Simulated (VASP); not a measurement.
The system is TiTe.

```
CELL_PARAMETERS angstrom
0.00000 3.31060 3.31060
3.31060 0.00000 3.31060
3.31060 3.31060 0.00000
ATOMIC_POSITIONS crystal
Ti 0.00000 0.00000 0.00000
Te 0.25000 0.25000 0.25000
```

The cell comes from a database or a generator and needn't be the stable form of this composition.

```yaml
Program: VASP 6.6.1
Task: relaxation of cell and atoms
Functional: SCAN
Potentials_or_basis: VASP PAW PBE potentials, release 64 (Ti_sv, Te)
Cutoff: 600 eV
k_mesh: 7 × 7 × 7
Occupations: gaussian, width 0.05 eV
Spin: no spin polarisation
```

At the start: pressure -7.3 GPa; volume 36.28 Å³/atom.

Q: How do energy, volume and symmetry change on relaxing?

A: Over 6 steps the energy falls by 167.7 meV/atom and the volume is 30.00 Å³/atom (-17.3 %); space group F-43m (No. 216, to 0.05 Å).

Step by step:
| step | energy change (eV) | largest force (eV/Å) | pressure (GPa) | volume (Å³) |
| --- | --- | --- | --- | --- |
| 1 | 0.0000 | 0.0000 | -7.31 | 72.57 |
| 2 | -0.2949 | 0.0000 | 3.87 | 56.52 |
| 3 | -0.3354 | 0.0000 | -0.06 | 60.03 |
| 4 | -0.3352 | 0.0000 | 0.15 | 59.79 |
| 5 | -0.3353 | 0.0000 | -0.06 | 60.03 |
| 6 | -0.3353 | 0.0000 | -0.04 | 60.00 |

Final structure:
```
CELL_PARAMETERS angstrom
0.00000 3.10726 3.10726
3.10726 0.00000 3.10726
3.10726 3.10726 0.00000
ATOMIC_POSITIONS crystal
Ti 0.00000 0.00000 0.00000
Te 0.25000 0.25000 0.25000
```

Caveat: the volume moved by over 15 % at a fixed basis, so the end points are rough; the PAW data sets were made with another functional, which shifts forces and pressure a little.
